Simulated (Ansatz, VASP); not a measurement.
# Be5H: VASP beside Ansatz

```
Be H
1.0
     4.07053    0.00000    0.00000
    -2.03526    3.52518    0.00000
     0.00000    0.00000    3.74085
Be H
5 1
Direct
  0.66667 0.33333 0.50000
  0.31656 0.00000 0.00000
  0.68344 0.68344 0.00000
  0.00000 0.31656 0.00000
  0.33333 0.66667 0.50000
  0.00000 0.00000 0.50000
```

Change from the starting cell: species swapped into the Mg5Cu type (P-62m, No. 189).

Alike in both runs: task single point; functional PBE; k mesh 6 × 6 × 4; occupations gaussian, width 0.1 eV; no spin polarisation.

|  | VASP | Ansatz |
| --- | --- | --- |
| version | VASP 6.6.1 | Ansatz 0.2.0 |
| potentials or method | VASP PAW PBE potentials, release 64 (Be, H) | scalar-relativistic, plane waves, PAW |
| plane-wave cutoff (eV) | 520 | 420 |
| valence electrons in the cell | 11 | 11 |

|  | VASP | Ansatz | Ansatz less VASP |
| --- | --- | --- | --- |
| gap on the k mesh at the Fermi level (eV) | none | none | - |
| pressure (GPa) | -14.3 | -14.3 | -0.04 |
| largest component of the traceless stress (GPa) | 2.63 | 2.63 | -0.003 |
| rms of the force components (eV/Å) | 0.194 | 0.194 | -0.0001 |

Atom by atom the forces differ by 0.000 eV/Å (rms over components). A gap of «none» marks a metal or a gap that the smearing closes.

Caveats: the k mesh is coarse (spacing up to 0.42 Å⁻¹), so the values aren't converged.
